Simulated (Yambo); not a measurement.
# GaP (F-43m) in Yambo: a run that goes wrong, beside a sound one

Two runs on GaP: the first has a flaw, the second is sound.

Program: Yambo 5.3.0. These are calculated values, not measurements. Logs are shortened: lines on timing, memory, paths and dates and some standing lists are left out, and cuts for length are marked.

**Experimental background.**

“Stacking defects in GaP nanowires: Electronic structure and optical properties”, 2018, arxiv:1810.01194 quotes, for a bulk crystal of GaP at 10 K: band gap 2.34 eV (indirect).

The results are compared with them further down.

## (1) The structure

It takes space group F-43m (No. 216, cubic). The conventional cell has a = 5.451 Å, b = 5.451 Å, c = 5.451 Å, α = 90.00°, β = 90.00°, γ = 90.00°. Around Ga (site symmetry -43m) lie 4 P at 2.36 Å. P (site symmetry -43m) has 4 Ga at 2.36 Å as nearest neighbours.

## (2) A run with an altered input

The input, bse9.in:

```
optics
bse
bss
rim_cut
em1s
RandQpts= 1000000
RandGvec= 50 RL
Chimod= "HARTREE"
% BndsRnXs
 1 | 29 |
%
NGsBlkXs= 1 RL
% LongDrXs
 1 | 1 | 1 |
%
BSKmod= "SEX"
BSEmod= "retarded"
BSSmod= "d"
% BSEQptR
 1 | 1 |
%
% BSEBands
 8 | 11 |
%
BSENGexx= 20 Ry
BSENGBlk= 1 RL
% BEnRange
 0 | 20 | eV
%
% BDmRange
 0.1 | 0.1 | eV
%
BEnSteps= 200
% BLongDir
 1 | 1 | 1 |
%
BSEprop= "abs"
WRbsWF
% KfnQP_E
 0.62 | 1.0 | 1.0 |
%
```

The input, scf.in:

```
&CONTROL
  calculation = 'scf'
  prefix = 'pwscf'
  outdir = './tmp'
  pseudo_dir = './pseudo'
/
&SYSTEM
  ibrav = 0
  nat = 2
  ntyp = 2
  ecutwfc = 80
  nbnd = 15
  occupations = 'smearing'
  smearing = 'fd'
  degauss = 0.00367493
  force_symmorphic = .true.
/
&ELECTRONS
  conv_thr = 4d-10
  electron_maxstep = 120
  mixing_beta = 0.5
/
ATOMIC_SPECIES
Ga    69.7230 Ga.upf
P     30.9738 P.upf
CELL_PARAMETERS angstrom
   0.0000000000    2.7252500000    2.7252500000
   2.7252500000    0.0000000000    2.7252500000
   2.7252500000    2.7252500000    0.0000000000
ATOMIC_POSITIONS crystal
Ga     0.0000000000    0.0000000000    0.0000000000
P      0.7500000000    0.7500000000    0.7500000000
K_POINTS automatic
8 8 8 0 0 0
```

The input, nscf.in:

```
&CONTROL
  calculation = 'nscf'
  prefix = 'pwscf'
  outdir = './tmp'
  pseudo_dir = './pseudo'
/
&SYSTEM
  ibrav = 0
  nat = 2
  ntyp = 2
  ecutwfc = 80
  nbnd = 59
  occupations = 'fixed'
  force_symmorphic = .true.
/
&ELECTRONS
  conv_thr = 1d-08
  diago_full_acc = .true.
  diago_thr_init = 1d-06
/
ATOMIC_SPECIES
Ga    69.7230 Ga.upf
P     30.9738 P.upf
CELL_PARAMETERS angstrom
   0.0000000000    2.7252500000    2.7252500000
   2.7252500000    0.0000000000    2.7252500000
   2.7252500000    2.7252500000    0.0000000000
ATOMIC_POSITIONS crystal
Ga     0.0000000000    0.0000000000    0.0000000000
P      0.7500000000    0.7500000000    0.7500000000
K_POINTS automatic
6 6 6 0 0 0
```

Potentials or basis: PseudoDojo 0.4.1 SR PBEsol standard.

Run with:

```sh
> OMP_NUM_THREADS=1 pw.x -in scf.in > scf.out
> OMP_NUM_THREADS=1 pw.x -in nscf.in > nscf.out
> cd tmp/pwscf.save; p2y; mv SAVE ../..; cd ../..
> OMP_NUM_THREADS=1 yambo
> mkdir -p bse9; ln -s $PWD/g0w00/ndb.RIM bse9/
> OMP_NUM_THREADS=1 yambo -F bse9.in -J bse9 -C bse9_out
> OMP_NUM_THREADS=1 ypp -J bse9 -C bse9_out -e s -b 1
```

Yambo's report:

```text
[... sections 02.01 to 02.04 as in the set-up run ...]

[... 5 lines left out ...]
  [X] Bosonic    Temperature                        :  0.000000  0.000000 [eV K]
  [X] Finite Temperature mode                       : no
  [X] El. density                                   :  0.44466E+24 [cm-3]
  [X] Fermi Level                                   :  7.521048 [eV]

  [X] === Gaps and Widths ===
  [X] Conduction Band Min                           :  1.518688 [eV]
[... 337 lines left out ...]
    [W] Poles                                        :  100.0000 [o/o]
    [W] RL vectors in the sum                        :   4279
    [W] [r,Vnl] included                             : yes
    [W] Field direction                              :  0.577350E-5  0.577350E-5  0.577350E-5
    [W] Coulomb Cutoff                               : none
    [W] Hxc Kernel                                   : HARTREE
    [RIM] RL components                              :   51 [col]
    [RIM] Random points                              :  1000000 [col]
    [SOC] Perturbative SOC                           : no
    [K] Kernel long-range exchange                   : BAR
    [BSS] Eigenstates included                       : yes
    [BSS] Field direction                            :  0.577350E-5  0.577350E-5  0.577350E-5
    [BSS] Eigenstates computed                       :   864
    [BSS] Number of BSE matrices                     :  1
```

It took 3.3 min on 1 thread of Arm Neoverse V1, shared host; peak memory 0.34 GiB.

The run ended normally. What is wrong with the input: screening kept to one reciprocal lattice vector. The program ran through all the same, so the numbers look like a result but aren't the crystal's properties.

## (3) Optical spectrum by the Bethe-Salpeter equation, PBEsol

The input, bse1.in:

```
optics
bse
bss
rim_cut
em1s
RandQpts= 1000000
RandGvec= 50 RL
Chimod= "HARTREE"
% BndsRnXs
 1 | 49 |
%
NGsBlkXs= 3 Ry
% LongDrXs
 1 | 1 | 1 |
%
BSKmod= "SEX"
BSEmod= "retarded"
BSSmod= "d"
% BSEQptR
 1 | 1 |
%
% BSEBands
 8 | 11 |
%
BSENGexx= 10 Ry
BSENGBlk= 3 Ry
% BEnRange
 0 | 20 | eV
%
% BDmRange
 0.05 | 0.05 | eV
%
BEnSteps= 200
% BLongDir
 1 | 1 | 1 |
%
BSEprop= "abs"
WRbsWF
% KfnQP_E
 0.62 | 1.0 | 1.0 |
%
```

scf.in is that of step 2.

nscf.in is that of step 2.

Potentials or basis: PseudoDojo 0.4.1 SR PBEsol standard.

Run with:

```sh
> OMP_NUM_THREADS=1 pw.x -in scf.in > scf.out
> OMP_NUM_THREADS=1 pw.x -in nscf.in > nscf.out
> cd tmp/pwscf.save; p2y; mv SAVE ../..; cd ../..
> OMP_NUM_THREADS=1 yambo
> mkdir -p bse1; ln -s $PWD/g0w00/ndb.RIM bse1/
> OMP_NUM_THREADS=1 yambo -F bse1.in -J bse1 -C bse1_out
> OMP_NUM_THREADS=1 ypp -J bse1 -C bse1_out -e s -b 1
```

Run time: 5.7 min. Hardware: 1 thread of Arm Neoverse V1, shared host; peak memory 0.4 GiB.

The run converged. Its results:

| Property | Result |
| --- | --- |
| Band gap on the k mesh, mean-field level | 1.52 eV, indirect (least direct gap 1.74 eV) |
| Exciton binding energy | 0.13 eV |
| Lowest exciton energy | 2.23 eV |
| Lowest bright exciton energy | 2.23 eV |

Dielectric function (along the field direction of the input):
```csv
energy (eV),real part,imaginary part
0.30,11.60,0.02
1.31,13.12,0.15
2.31,16.12,2.14
3.32,-18.40,8.65
4.42,10.01,30.85
5.43,-8.92,1.84
6.43,-1.83,3.67
7.54,-6.62,2.11
8.54,-3.14,0.27
9.55,-1.95,0.06
10.65,-1.32,0.08
11.66,-0.71,0.02
12.66,-0.39,0.01
13.77,-0.13,0.01
14.77,0.04,0.01
15.78,0.17,0.01
16.88,0.29,0.00
17.89,0.37,0.00
18.89,0.44,0.00
20.00,0.51,0.00
```

Lowest exciton energies (eV): 2.23, 2.23, 3.11, 3.12, 3.12, 3.15, 3.15, 3.15

Excitons:
```csv
energy (eV),strength (relative to the strongest)
2.225,0.03
2.225,0.029
3.114,1
3.116,0.09
3.116,0.29
3.147,4.8e-08
3.147,5.1e-06
3.147,8.2e-08
3.159,1.3e-06
3.159,8.6e-09
3.192,0.0016
3.192,5.2e-05
```

Caveat: the scissor is the correction of the direct gap in an earlier G0W0 run on the same states; exciton energies and binding change strongly with the k mesh and aren't converged on this one; spectra need much finer meshes, so this one isn't converged.

## (4) Comparison with measurements

Step 3. A measured gap of GaP is 2.34 eV (indirect; 10 K; quoted in “Stacking defects in GaP nanowires: Electronic structure and optical properties”, 2018, arxiv:1810.01194); the calculated 1.52 eV misses it by -0.82 eV. Spin-orbit coupling on Ga is left out. The value is that of PBEsol on a finite k mesh, which can miss the band edges, without temperature or zero-point motion. Semilocal functionals fall short of measured gaps as a rule.
